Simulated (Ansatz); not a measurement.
**Ru: do energies and stresses tell the same story?**

These are results of DFT r2SCAN, scalar-relativistic, plane waves, PAW (Ansatz), not measurements.

Settings: cutoff 500 eV, Γ-centred mesh 18×18×10 on the computed 2-atom cell, Gaussian smearing of 0.10 eV; no spin polarisation.

Relaxed cell: P6_3/mmc, a = 2.702 Å, b = 2.702 Å, c = 4.266 Å, α = 90.00°, β = 90.00°, γ = 120.00°, 2 atoms in the primitive cell.

Energies at zero smearing and pressures from the stress tensor, at volumes with shape and atoms relaxed:
| V (Å³/atom) | E − E(first) (meV/atom) | P (GPa) |
| --- | --- | --- |
| 11.871 | 0.00 | 58.54 |
| 12.276 | -123.56 | 39.91 |
| 12.680 | -203.91 | 24.24 |
| 13.085 | -247.92 | 11.07 |
| 13.490 | -261.40 | 0.00 |
| 13.894 | -249.23 | -9.29 |
| 14.299 | -215.54 | -17.07 |
| 14.839 | -143.16 | -25.50 |

Q: Check P = −dE/dV between neighbouring volumes, and get the bulk modulus from the pressures alone.

A: With 1 eV/Å³ = 160.2 GPa:
```
middle V (Å³/atom)  −ΔE/ΔV (GPa) mean P (GPa)
            12.073        48.918        49.227
            12.478        31.809        32.076
            12.883        17.426        17.657
            13.287         5.335         5.536
            13.692        -4.820        -4.644
            14.097       -13.335       -13.182
            14.569       -21.493       -21.286
```

The two differ by 0.31 GPa at most. The mean of two end pressures misses the average over a step by about ΔV² P″/12, up to 0.27 GPa here; with that taken off 0.04 GPa remains. The stress is the derivative of the free energy, not of the energy at zero smearing, and with free energies 0.01 GPa remains. Around V = 13.490 Å³/atom, the two neighbours give B = −V ΔP/ΔV = 13.490 × 20.36 / 0.809 = 339.3 GPa, against B0 = 337.2 GPa from the Birch–Murnaghan fit of the energies.